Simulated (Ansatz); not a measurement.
A (112) slab of TaN (P6_3/mmc (No. 194)), 17 planes, outer planes Ta (top) and Ta (bottom), with 34 atoms (Ta18N16) in a surface cell of A = 32.703 Å², as cut from the bulk:

```yaml
crystal:
  lattice:
    - [5.00470, 0.00000, 0.00000]
    - [0.00000, 6.53437, 0.00000]
    - [0.00000, 0.00000, 25.36646]
  atoms:
    - { symbol: Ta, position: [0.50000, 0.90223, 0.29567] }
    - { symbol: Ta, position: [0.00000, 0.40223, 0.29567] }
    - { symbol: N, position: [0.16667, 0.10335, 0.32121] }
    - { symbol: N, position: [0.33333, 0.60335, 0.32121] }
    - { symbol: Ta, position: [0.00000, 0.80446, 0.34675] }
    - { symbol: Ta, position: [0.50000, 0.30446, 0.34675] }
    - { symbol: N, position: [0.66667, 0.00558, 0.37229] }
    - { symbol: N, position: [0.83333, 0.50558, 0.37229] }
    - { symbol: Ta, position: [0.50000, 0.70670, 0.39783] }
    - { symbol: Ta, position: [0.00000, 0.20670, 0.39783] }
    - { symbol: N, position: [0.16667, 0.90781, 0.42337] }
    - { symbol: N, position: [0.33333, 0.40781, 0.42337] }
    - { symbol: Ta, position: [0.00000, 0.60893, 0.44892] }
    - { symbol: Ta, position: [0.50000, 0.10893, 0.44892] }
    - { symbol: N, position: [0.66667, 0.81004, 0.47446] }
    - { symbol: N, position: [0.83333, 0.31004, 0.47446] }
    - { symbol: Ta, position: [0.50000, 0.51116, 0.50000] }
    - { symbol: Ta, position: [0.00000, 0.01116, 0.50000] }
    - { symbol: N, position: [0.16667, 0.71227, 0.52554] }
    - { symbol: N, position: [0.33333, 0.21227, 0.52554] }
    - { symbol: Ta, position: [0.00000, 0.41339, 0.55108] }
    - { symbol: Ta, position: [0.50000, 0.91339, 0.55108] }
    - { symbol: N, position: [0.66667, 0.61451, 0.57663] }
    - { symbol: N, position: [0.83333, 0.11451, 0.57663] }
    - { symbol: Ta, position: [0.50000, 0.31562, 0.60217] }
    - { symbol: Ta, position: [0.00000, 0.81562, 0.60217] }
    - { symbol: N, position: [0.16667, 0.51674, 0.62771] }
    - { symbol: N, position: [0.33333, 0.01674, 0.62771] }
    - { symbol: Ta, position: [0.00000, 0.21785, 0.65325] }
    - { symbol: Ta, position: [0.50000, 0.71785, 0.65325] }
    - { symbol: N, position: [0.66667, 0.41897, 0.67879] }
    - { symbol: N, position: [0.83333, 0.91897, 0.67879] }
    - { symbol: Ta, position: [0.50000, 0.12009, 0.70433] }
    - { symbol: Ta, position: [0.00000, 0.62009, 0.70433] }
```

Computed with DFT PBEsol, scalar-relativistic, plane waves, PAW (Ansatz). Cutoff 420 eV; k points 7×6×1 on the computed 34-atom cell (Γ-centred); Gaussian smearing, width 0.10 eV; no spin polarisation.

The relaxed slab holds 16 formula units of TaN and 2 further Ta. Against those formula units in the bulk and the further Ta in its standard state it lies 13.850 eV higher. The formation energy of TaN from the standard states is -2.254 eV a formula unit (uncorrected, no zero-point or thermal terms).

(1) Over what range can the chemical potential of Ta vary, and what is the surface energy at both ends?

(2) How does its energy depend on growth conditions?

Answers

(1) In contact with the bulk, μ(Ta) + μ(N) is fixed. With Δμ counted from the standard states, Δμ(Ta) ≤ 0 keeps elemental Ta from forming, and Δμ(N) ≤ 0 requires Δμ(Ta) ≥ ΔH = -2.254 eV. Other compounds of Ta and N can narrow this range. Then γ, the mean of both faces, = [13.850 eV − 2.00·Δμ(Ta)]/(2A). At the Ta-rich end (Δμ = 0): 13.850/(2 × 32.703) × 16.02 = 3.39 J/m². At the Ta-poor end: (13.850 + 4.508)/(2 × 32.703) × 16.02 = 4.50 J/m².

(2) It carries an excess of Ta, so its energy falls by 0.49 J/m² for each eV that μ(Ta) rises: Ta-rich conditions lower it; whether it appears depends on the other terminations.

The reference crystal is a form of TaN, which isn't its usual structure.